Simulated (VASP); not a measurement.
Here is a VASP 6.6.1 calculation.

The input INCAR:

```
SYSTEM = TiN
PREC = Accurate
ENCUT = 520
EDIFF = 1E-7
ISMEAR = 0
SIGMA = 0.02
LREAL = .FALSE.
LASPH = .TRUE.
NELM = 80
ALGO = Normal
ISIF = 3
LWAVE = .FALSE.
LCHARG = .FALSE.
GGA = PS
IBRION = 2
NSW = 80
EDIFFG = -0.002
KPAR = 4
```

The input KPOINTS:

```
regular mesh
0
G
  12 12 12
  0 0 0
```

POSCAR

```
TiN
1.0
    0.0000000000      2.1190000000      2.1190000000
    2.1190000000      0.0000000000      2.1190000000
    2.1190000000      2.1190000000      0.0000000000
Ti N
1 1
Direct
    0.0000000000      0.0000000000      0.0000000000
    0.5000000000      0.5000000000      0.5000000000
```

Potentials or basis: VASP PAW PBE potentials, release 64 (Ti_sv, N).

Launch:

```sh
$ cat potpaw_PBE.64/Ti_sv/POTCAR potpaw_PBE.64/N/POTCAR > POTCAR
$ mpirun -np 4 vasp_std > vasp.out
```

Q: Estimate the band gap on the k mesh.

A: None (metal or under the smearing width).

Q: What does it give for the relaxed volume?

A: 9.30 Å³/atom.

Q: Estimate the relaxed cell.

A: a = 2.974 Å, b = 2.974 Å, c = 2.974 Å, α = 60.00°, β = 60.00°, γ = 60.00°.

Q: Estimate the space group after relaxing (to 0.05 Å).

A: Fm-3m (No. 225).

The path:
```
step  energy change (eV)  largest force (eV/Å)  pressure (GPa)  volume (Å³)
   1              0.0000                0.0000           -6.44        19.03
   2              0.0110                0.0000           10.67        17.99
   3             -0.0087                0.0000           -0.06        18.61
   4             -0.0087                0.0000            0.07        18.60
   5             -0.0087                0.0000           -0.08        18.61
   6             -0.0087                0.0000           -0.02        18.60
```

Caveat: the PAW data sets were made with another functional, which shifts forces and pressure a little.
